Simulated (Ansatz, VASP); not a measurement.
# One calculation of HfB2, two programs

Contents of INCAR:

```
PREC = Accurate
ENCUT = 520
EDIFF = 1E-7
ISMEAR = -1
SIGMA = 0.05
LREAL = F
LASPH = T
NELM = 100
ALGO = Normal
ISIF = 2
LWAVE = F
LCHARG = F
GGA = PS
NBANDS = 15
```

KPOINTS

```
regular mesh
0
Gamma
  10 10 8
```

POSCAR

```
HfB2
1.0
    3.1326790839      0.0000000000      0.0000000000
   -1.5663395419      2.7129796685      0.0000000000
    0.0000000000      0.0000000000      3.4792139900
Hf B
1 2
Direct
    0.0000000000      0.0000000000      0.0000000000
    0.2066666667      0.6033333333      0.5000000000
    0.7933333333      0.3966666667      0.5000000000
```

Input for Ansatz:

```yaml
crystal:
  lattice:
    - [3.1326790839, 0.0, 0.0]
    - [-1.5663395419, 2.7129796685, 0.0]
    - [0.0, 0.0, 3.47921399]
  atoms:
    - { symbol: Hf, position: [0.0, 0.0, 0.0] }
    - { symbol: B, position: [0.2066666667, 0.6033333333, 0.5] }
    - { symbol: B, position: [0.7933333333, 0.3966666667, 0.5] }
kpoints:
  mp_grid: { grid: [10, 10, 8] }
scf:
  occupations: { method: fermi_dirac, width: 0.05 }
hamiltonian:
  xc: pbesol
  pseudopotentials: { kind: paw }
output:
  forces: true
  stress: true
  eigenvalues: true
  write_density: true
  write_potential: true
  elf: true
  volumetric_format: npy
basis:
  ecutwfc: 600
```

Change from the starting cell: shortest bond scaled by 0.62, PAW files, ecut 600.

Alike in both runs: task single point; functional PBEsol; k mesh 10 × 10 × 8; occupations fermi-dirac, width 0.05 eV; no spin polarisation.

|  | VASP | Ansatz |
| --- | --- | --- |
| version | VASP 6.6.1 | Ansatz 0.2.0 |
| potentials or method | VASP PAW PBE potentials, release 64 (Hf_pv, B) | PAW with Ansatz's default frozen-core files, scalar-relativistic |
| plane-wave cutoff (eV) | 520 | 600 |
| valence electrons in the cell | 16 | 32 |

Ansatz gave:

| Quantity | Value |
| --- | --- |
| pressure (GPa) | 65.1 |
| largest component of the traceless stress (GPa) | 80.38 |
| rms of the force components (eV/Å) | 16.877 |

Problem. Estimate VASP's values.

Solution. Pressure (GPa): 66.6; largest component of the traceless stress (GPa): 82.36; rms of the force components (eV/Å): 17.282.

Atom by atom the forces differ by 0.405 eV/Å (rms over components). The functional is the same, so the differences come from potentials, cutoffs and numerics. The two sets of potentials don't hold the same shells in valence.

Caveats: the cell as given lies far from equilibrium; so large a pressure means that the cell lies far from this level's equilibrium, or that cutoff or potentials fall short (VASP); the potentials were made for another functional, which shifts forces and pressure (VASP). The runs have no spin-orbit coupling, so splittings on Hf are missing.
